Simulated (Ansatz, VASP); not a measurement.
# One calculation of V, two programs

```
CELL_PARAMETERS angstrom
2.59245 0.00000 0.00000
-1.29623 2.24513 0.00000
0.00000 0.00000 2.42232
ATOMIC_POSITIONS crystal
V 0.00000 0.00000 0.00000
```

Alike in both runs: task relaxation of cell and atoms; functional PBE; k mesh 24 × 24 × 22; occupations gaussian, width 0.1 eV; no spin polarisation.

|  | VASP | Ansatz |
| --- | --- | --- |
| version | VASP 6.6.1 | Ansatz 0.2.0 |
| potentials or method | VASP PAW PBE potentials, release 64 (V_sv) | scalar-relativistic, plane waves, PAW |
| plane-wave cutoff (eV) | 600 | 420 |
| valence electrons in the cell | 13 | 13 |

|  | VASP | Ansatz | Ansatz less VASP |
| --- | --- | --- | --- |
| gap on the k mesh at the Fermi level, each at its own relaxed structure (eV) | none | none | - |
| relaxed volume (Å³/atom) | 14.19 | 14.18 | -0.014 |
| relaxed cell length with the largest relative difference (Å) | 2.421 | 2.419 | -0.0017 |

A gap of «none» marks a metal or a gap that the smearing closes.
